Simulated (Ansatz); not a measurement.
# H2O on Zn(0001): dissociation, with H14 leaving for a neighbouring site, part 2 of 3

How high is the barrier for the dissociation, with H14 leaving for a neighbouring site? Relax the two ends, then run a nudged elastic band between them. The slab cell is 2×2, 3 layers thick, and the adsorbate is set down on it by hand.

Ansatz 0.2.0; DFT PBE+D3(BJ), plane waves, PAW, scalar-relativistic, no spin polarisation. Earlier steps stand in the parts before.

## (5) The log goes on: end point B relaxed

Output, continued:

```text
WARN: The output density's exchange-correlation potential varies sharply where the density is thin. Do not read a vacuum level from v_tot or v_xc, or from such a field of the output density. On a cell that repeats whose density bears no net charge and no dipole along the vacuum's axis use v_es (v_loc + v_h of the components); under efield.dipole_correction with no amplitude use v_es + v_field, which holds any external_charges[].barrier, or the levels of the report's work_function block, which leave it out; under a non-zero efield.amplitude the vacuum is tilted and has no level; on a cell that repeats and bears such a dipole with no correction it is tilted too, and efield.dipole_correction with no amplitude gives each side of its ramp a level where efield: is served; in a cell that repeats whose density bears a net charge (total_charge, or a fill off its count) it is curved and has none; of a slab under crystal.periodic whose density bears no net charge use v_es, which has a level on each side, short of where the two are joined; of another it falls or rises all the way out and has none; of a slab beside external_charges read slab_vacuum_level instead, which it has where they leave it neutral. The grid or the basis barely resolves most such structure, and the values can differ between equally converged runs; as a rule a tighter scf.convergence.dr2_threshold does not remove it. Where the density itself ripples (under the LDA too) a higher basis.ecutwfc lessens it. The files hold the spikes' plane waves up to the density's cutoff. Files: v_tot_of_output_density and the like, and their columns of v_z.tsv (output.write_potential); v_xc_of_output_density and the like, and their columns of v_comp_z.tsv (output.write_potential_components). Measured: with its Gaussian average of σ = 0.25 Å subtracted twice, the exchange-correlation potential is over 0.1 eV at 131 of the grid points where the equally averaged density (valence and model cores) is under 1e-3 e/Å³, and 0.228 eV at the most among them, at an averaged density of 3.0e-7 e/Å³. The input density's (outcome.potential() and, of a run that writes arrays, v_tot and v_xc) is over 0.1 eV, so measured, at 74 points of its own thin density, 0.263 eV at the most. See output.write_potential in the manual, Limitations
Free energy (F): -40429.418051 eV
Harris-Foulkes:  -40429.418051 eV  (|F-HF|=1.03e-7)
Internal energy: -40429.414782 eV  (E = F + TS)
[...]
E sigma→0 (E₀):  -40429.416416 eV
Entropy (-TS):   -0.003269 eV (-0.218 meV/atom)
Fermi energy:    2.373232 eV
--- Per-component energies (eV) ---
  E_band       = -703.434797
  E_kinetic    = 1772.256916
  E_local      = -105903.196385  (includes V_loc(G=0)·N_el)
  E_nonlocal   = 7379.790118
  E_hartree    = 50766.233138
  E_xc         = -1741.585393
  E_vxc        = -744.940075  (∫ρ·V_xc dr)
  E_paw        = -22057.896629  (= ΣΔE_a)
  E_vpaw       = -4739.771961  (= ΣTr[D̂ρ^β])
  E_aug_tail   = -0.004467  (compensation charges beyond the density's cutoff)
  E_ewald      = 29358.757195
  E_disp       = -3.769275  (pairwise vdW)
  E_smearing   = -0.003269  (= −TS)
  E_closure    = 0.000000  (closes the sum)
  Σ components = -40429.418051   (vs F -40429.418051, Δ=0.00e0)
--- Forces (eV/Å), atoms counted from 1 ---
  atom   1  Zn     0.17610596    -0.10619874     0.08341156
  atom   2  Zn    -0.17119899     0.09567958    -0.00867339
  atom   3  Zn     0.16535758    -0.09183233    -0.04029743
  atom   4  Zn    -0.17339571     0.10264102    -0.02237991
  atom   5  Zn    -0.00765401    -0.00157804    -0.00203895
  atom   6  Zn     0.01094246    -0.00686808    -0.01993665
  atom   7  Zn    -0.00074148     0.00866353    -0.00129279
  atom   8  Zn     0.00331775    -0.00193306    -0.00676498
  atom   9  Zn    -0.00441128     0.00233499     0.00421043
  atom  10  Zn    -0.00536653     0.00832758     0.01117939
  atom  11  Zn     0.01194954    -0.00756512     0.00320679
  atom  12  Zn    -0.00665300     0.00727138     0.00591258
  atom  13  O     -0.02592330     0.01321013     0.00499636
  atom  14  H      0.00502928    -0.01027888     0.00186491
  atom  15  H      0.02260937    -0.01182536    -0.01329987
  max |Σ_I F_I| component: 9.81e-5 eV/Å
--- Band table (eV; the first three rows and the last of 13) ---
  k-point 0: bands = ["-17.5508", "-7.8209", "-6.9529", "-6.2322", "-6.2034", "-6.0709", "-6.0283", "-5.9854", "-5.9532", "-5.9142", "-5.8649", "-5.8384", "-5.8252", "-5.7902", "-5.6935", "-5.6903", "-5.6505", "-5.5540", "-5.5296", "-5.4057", "-5.3577", "-5.3320", "-5.2962", "-5.2942", "-5.2634", "-5.2409", "-5.2267", "-5.2155", "-5.1141", "-5.0784", "-5.0653", "-5.0631", "-5.0449", "-5.0195", "-4.9988", "-4.9747", "-4.9190", "-4.8810", "-4.8738", "-4.8612", "-4.8232", "-4.7887", "-4.7624", "-4.7558", "-4.7343", "-4.7037", "-4.6614", "-4.6367", "-4.6316", "-4.6292", "-4.6026", "-4.5865", "-4.5730", "-4.5718", "-4.5620", "-4.5524", "-4.5158", "-4.4871", "-4.4677", "-4.4514", "-4.3106", "-4.2989", "-4.2883", "-4.0679", "-3.0829", "-1.5287", "-1.4346", "-1.0073", "-0.2484", "-0.1240", "0.0012", "0.5598", "0.6271", "0.7666", "0.9510", "0.9871", "1.8894", "2.6227", "3.0012", "3.1398", "3.3162", "3.9176", "4.3358", "4.4118", "4.5617", "5.0416", "5.2924", "6.0636", "6.3833", "6.7133", "7.6045", "7.8277"]
  k-point 1: bands = ["-17.5493", "-7.5528", "-6.7739", "-6.1692", "-6.0721", "-5.9977", "-5.9621", "-5.9180", "-5.8692", "-5.8539", "-5.8084", "-5.7801", "-5.7638", "-5.7235", "-5.6420", "-5.6328", "-5.6030", "-5.5163", "-5.5055", "-5.4051", "-5.3629", "-5.3345", "-5.3117", "-5.2816", "-5.2671", "-5.2489", "-5.2381", "-5.1836", "-5.1386", "-5.1056", "-5.0951", "-5.0720", "-5.0432", "-5.0345", "-5.0104", "-5.0028", "-4.9606", "-4.9409", "-4.9048", "-4.8765", "-4.8600", "-4.8293", "-4.7903", "-4.7771", "-4.7486", "-4.7256", "-4.7037", "-4.6970", "-4.6802", "-4.6667", "-4.6532", "-4.6379", "-4.6232", "-4.5981", "-4.5849", "-4.5693", "-4.5616", "-4.5498", "-4.5366", "-4.5250", "-4.4103", "-4.4064", "-4.3731", "-3.9715", "-3.1872", "-2.3674", "-1.7840", "-1.2286", "-1.0516", "-0.8848", "-0.5336", "-0.1872", "0.7342", "1.0007", "1.5382", "1.7097", "2.2555", "3.1837", "3.4660", "3.8821", "4.0385", "4.0975", "4.3343", "5.1161", "5.2801", "6.1197", "6.2626", "6.3079", "6.6610", "6.8909", "7.3812", "7.6022"]
  k-point 2: bands = ["-17.5470", "-6.8816", "-6.3796", "-6.1126", "-5.9970", "-5.7827", "-5.7733", "-5.7435", "-5.7000", "-5.6930", "-5.6575", "-5.6457", "-5.6187", "-5.6048", "-5.5738", "-5.5289", "-5.4741", "-5.4465", "-5.4326", "-5.3912", "-5.3805", "-5.3626", "-5.3299", "-5.3124", "-5.2931", "-5.2751", "-5.2452", "-5.2149", "-5.1920", "-5.1424", "-5.1292", "-5.0948", "-5.0843", "-5.0655", "-5.0539", "-5.0220", "-4.9950", "-4.9783", "-4.9646", "-4.9334", "-4.9151", "-4.9056", "-4.8765", "-4.8576", "-4.8415", "-4.8291", "-4.8203", "-4.8143", "-4.7996", "-4.7884", "-4.7616", "-4.7485", "-4.7316", "-4.7225", "-4.6849", "-4.6456", "-4.6297", "-4.6032", "-4.5815", "-4.5600", "-4.4886", "-4.4826", "-4.4549", "-4.3094", "-3.8100", "-3.1798", "-2.3192", "-1.6514", "-1.3728", "-1.2102", "-0.8034", "-0.3504", "0.1365", "0.7356", "1.4150", "2.2950", "2.6932", "3.6065", "4.6001", "4.6531", "4.9049", "5.7720", "5.9662", "6.1899", "6.7500", "6.8656", "7.1068", "7.2456", "7.4468", "7.5259", "7.6869", "8.0574"]
  k-point 12: bands = ["-17.5471", "-6.6237", "-6.2750", "-6.0634", "-5.9263", "-5.7840", "-5.7443", "-5.7191", "-5.6996", "-5.6664", "-5.6233", "-5.5812", "-5.5770", "-5.5539", "-5.5288", "-5.5016", "-5.4886", "-5.4478", "-5.4376", "-5.4038", "-5.3849", "-5.3680", "-5.3538", "-5.3375", "-5.3036", "-5.2735", "-5.2283", "-5.2101", "-5.2042", "-5.1816", "-5.1352", "-5.1265", "-5.0981", "-5.0753", "-5.0618", "-5.0561", "-5.0489", "-5.0163", "-4.9900", "-4.9698", "-4.9425", "-4.9367", "-4.9254", "-4.8682", "-4.8637", "-4.8491", "-4.8304", "-4.8236", "-4.7818", "-4.7632", "-4.7425", "-4.7114", "-4.7063", "-4.6981", "-4.6443", "-4.6411", "-4.6216", "-4.6150", "-4.6060", "-4.5668", "-4.5155", "-4.5117", "-4.4802", "-4.1628", "-3.8191", "-3.3952", "-3.0287", "-2.4112", "-1.6078", "-1.2714", "-0.7812", "-0.5658", "0.9332", "1.0061", "1.8328", "2.6287", "3.0534", "3.9256", "4.0032", "4.4916", "5.0923", "5.2027", "5.7098", "5.8953", "6.4518", "7.0912", "7.5436", "7.7761", "7.9009", "8.1022", "8.2634", "8.3993"]
--- Relaxed structure (12 steps of the walk, 11 accepted, 0 SCFs on fresh bases) ---
  F+E_penalty+E_count = -40429.41805101 eV   max|allowed force component| = 2.592e-2 eV/Å
  atoms:
    - { symbol: Zn, position: [0.0, 0.0, 0.05575080999999999] }
    - { symbol: Zn, position: [0.5, 0.0, 0.05575080999999999] }
    - { symbol: Zn, position: [-9.999999994736442e-9, 0.50000002, 0.05575080999999999] }
    - { symbol: Zn, position: [0.49999999, 0.50000002, 0.05575080999999999] }
    - { symbol: Zn, position: [-0.17114931184682192, 0.3364696330829457, 0.1839163058004839] }
    - { symbol: Zn, position: [0.33790297047269646, 0.3308412348422333, 0.18803693940886487] }
    - { symbol: Zn, position: [-0.17077017625276064, 0.8341176446521225, 0.18422968032047504] }
    - { symbol: Zn, position: [0.3382331520514481, 0.8304181057031601, 0.1958786833878614] }
    - { symbol: Zn, position: [-0.017839557188683765, 0.008636740654157994, 0.30751249947139064] }
    - { symbol: Zn, position: [0.514364080234419, -0.008780601875402902, 0.3374149928987324] }
    - { symbol: Zn, position: [-0.0035414544459544117, 0.502116448639739, 0.3095543809526588] }
    - { symbol: Zn, position: [0.5214841145291089, 0.48786908802800166, 0.34142545717526157] }
    - { symbol: O, position: [0.4950843345465714, 0.7561729879900867, 0.42519660234485274] }
    - { symbol: H, position: [0.29187398733912007, 0.3550965853924313, 0.37530269577309117] }
    - { symbol: H, position: [0.30676478281230696, 0.8501410396580545, 0.4501195574945956] }
```

It took 53 s on 4 threads of AMD EPYC 9R45 (Zen 5), shared host; peak memory 1.5 GiB.

The steps of the relaxation:

| step | energy from step 1 (eV/cell) | largest force component (eV/Å) |
| --- | --- | --- |
| 1 | 0.0000 | 2.8087 |
| 2 | -0.9048 | 1.8450 |
| 3 | -1.4917 | 1.0201 |
| 4 | -1.6712 | 0.6739 |
| 5 | -1.7890 | 0.2246 |
| 6x | -1.7644 | 1.4640 |
| 7 | -1.8166 | 0.1509 |
| 8 | -1.8311 | 0.0880 |
| 9 | -1.8418 | 0.0773 |
| 10 | -1.8438 | 0.0719 |
| 11 | -1.8440 | 0.0255 |
| 12 | -1.8440 | 0.0259 |

Step 1 is the start. Step 12 solves the same geometry again. 1 step was tried and not accepted (marked x). 4 atoms are held fixed.

Largest move: H15, 1.14 Å.

## (6) Nudged elastic band

crystal.atoms is end A as relaxed above, and neb.final_atoms is end B. With 7 inner images the band has 9 in all.

input.yaml reads:

```yaml
crystal:
  lattice:
    - [5.32, 0.0, 0.0]
    - [2.66, 4.607255, 0.0]
    - [0.0, 0.0, 17.93696]
  atoms:
    - { symbol: Zn, position: [0.0, 0.0, 0.0557508] }
    - { symbol: Zn, position: [0.5, 0.0, 0.0557508] }
    - { symbol: Zn, position: [0.0, 0.5, 0.0557508] }
    - { symbol: Zn, position: [0.5, 0.5, 0.0557508] }
    - { symbol: Zn, position: [-0.167763, 0.33386506, 0.18720436] }
    - { symbol: Zn, position: [0.33346977, 0.33380963, 0.18700079] }
    - { symbol: Zn, position: [-0.16675306, 0.833546, 0.18612863] }
    - { symbol: Zn, position: [0.33400305, 0.83207013, 0.18736902] }
    - { symbol: Zn, position: [-0.00026125, 0.00027687, 0.31573103] }
    - { symbol: Zn, position: [0.5000013, 0.00026551, 0.31549167] }
    - { symbol: Zn, position: [0.00023603, 0.5001627, 0.31555722] }
    - { symbol: Zn, position: [0.49979588, 0.49758563, 0.32623632] }
    - { symbol: O, position: [0.50143995, 0.54938152, 0.47099586] }
    - { symbol: H, position: [0.68714845, 0.54400491, 0.47136717] }
    - { symbol: H, position: [0.36027347, 0.75594659, 0.46741724] }
basis:
  ecutwfc: 420.0
kpoints:
  mp_grid: { grid: [5, 5, 1] }
hamiltonian:
  xc: pbe
  dispersion: d3bj
scf:
  occupations: { method: gaussian, width: 0.05 }
  lower_state_search: "off"
neb:
  images: 7
  f_tol: 0.05
  initial_path: idpp
  max_iterations: 59
  spring: 1.0
  constraints: [{ sites: [0, 1, 2, 3] }]
  final_atoms:
    - { symbol: Zn, position: [0.0, 0.0, 0.05575081] }
    - { symbol: Zn, position: [0.5, 0.0, 0.05575081] }
    - { symbol: Zn, position: [-1.0e-08, 0.50000002, 0.05575081] }
    - { symbol: Zn, position: [0.49999999, 0.50000002, 0.05575081] }
    - { symbol: Zn, position: [-0.17114931, 0.33646963, 0.18391631] }
    - { symbol: Zn, position: [0.33790297, 0.33084123, 0.18803694] }
    - { symbol: Zn, position: [-0.17077018, 0.83411764, 0.18422968] }
    - { symbol: Zn, position: [0.33823315, 0.83041811, 0.19587868] }
    - { symbol: Zn, position: [-0.01783956, 0.00863674, 0.3075125] }
    - { symbol: Zn, position: [0.51436408, -0.0087806, 0.33741499] }
    - { symbol: Zn, position: [-0.00354145, 0.50211645, 0.30955438] }
    - { symbol: Zn, position: [0.52148411, 0.48786909, 0.34142546] }
    - { symbol: O, position: [0.49508433, 0.75617299, 0.4251966] }
    - { symbol: H, position: [0.29187399, 0.35509659, 0.3753027] }
    - { symbol: H, position: [0.30676478, 0.85014104, 0.45011956] }
  order_check: true
```

On the command line:

```sh
ansatz run input.yaml --threads 4 --pin off --max-ram 10240MiB --backend cpu --events-out ev --progress --plain --runs-dir out
```

Output, shortened:

```text
Warning: neb: disabling space-group detection — the band's intermediate images generally break the endpoint symmetry, so no spatial operation reduces the k-mesh or symmetrises the density, except that a semilocal band can use its path's symmetry ahead of convergence; time reversal is [...]
Warning: RAYON_NUM_THREADS=4 ignored (pool sized by the plan → 4); use --threads N
[...]
[... 3 set-up lines as earlier in the session ...]
[...]
NEB iter  13: max|band force component| = 7.700e-1 eV/Å  barrier→ = 1.1164 eV  barrier← = 0.2577 eV  CI = image 7  Δτ_max = 0.1009 Å  (61 SCF iters)
[...]
NEB iter  17: max|band force component| = 6.098e-2 eV/Å  barrier→ = 1.1045 eV  barrier← = 0.2458 eV  CI = image 7  Δτ_max = 0.1005 Å  (61 SCF iters)
NEB iter  18: max|band force component| = 1.352e-1 eV/Å  barrier→ = 1.1045 eV  barrier← = 0.2457 eV  CI = image 7  Δτ_max = 0.0502 Å  (60 SCF iters)
[...]
NEB iter  19: max|band force component| = 7.616e-2 eV/Å  barrier→ = 1.1045 eV  barrier← = 0.2457 eV  CI = image 7  Δτ_max = 0.0502 Å  (51 SCF iters)
NEB image 1
[...]
NEB image 2
[...]
NEB image 3
```

## (7) The log goes on: band between the two ends

Output, continued, shortened:

```text
[...]
NEB image 4
[...]
NEB image 5
[...]
NEB image 6
[...]
NEB image 7
[...]
NEB image 1
NSCF: frozen V_eff on 13 k-points
NEB image 2
NSCF: frozen V_eff on 13 k-points
NEB image 3
NSCF: frozen V_eff on 13 k-points
NEB image 4
NSCF: frozen V_eff on 13 k-points
NEB image 5
NSCF: frozen V_eff on 13 k-points
NEB image 6
NSCF: frozen V_eff on 13 k-points
NEB image 7
NSCF: frozen V_eff on 13 k-points
[...]
NEB image 7, as the band closes
[...]
    - { symbol: Zn, position: [0.004386559042287075, 0.5094983471433355, 0.32034607459835857] }
    - { symbol: Zn, position: [0.48606967604076773, 0.5094966644241411, 0.3203425806897311] }
    - { symbol: O, position: [0.7511776335079235, 0.49761121151306603, 0.4130856627158615] }
    - { symbol: H, position: [0.9051180507002425, 0.18971435236559422, 0.39786276668161413] }
    - { symbol: H, position: [0.6930412375605279, 0.6139035523268039, 0.4591189221216569] }
```

It took 39 min on 4 threads of AMD EPYC 9R45 (Zen 5), shared host; peak memory 4.1 GiB.

(Part 2 of 3 ends here.)
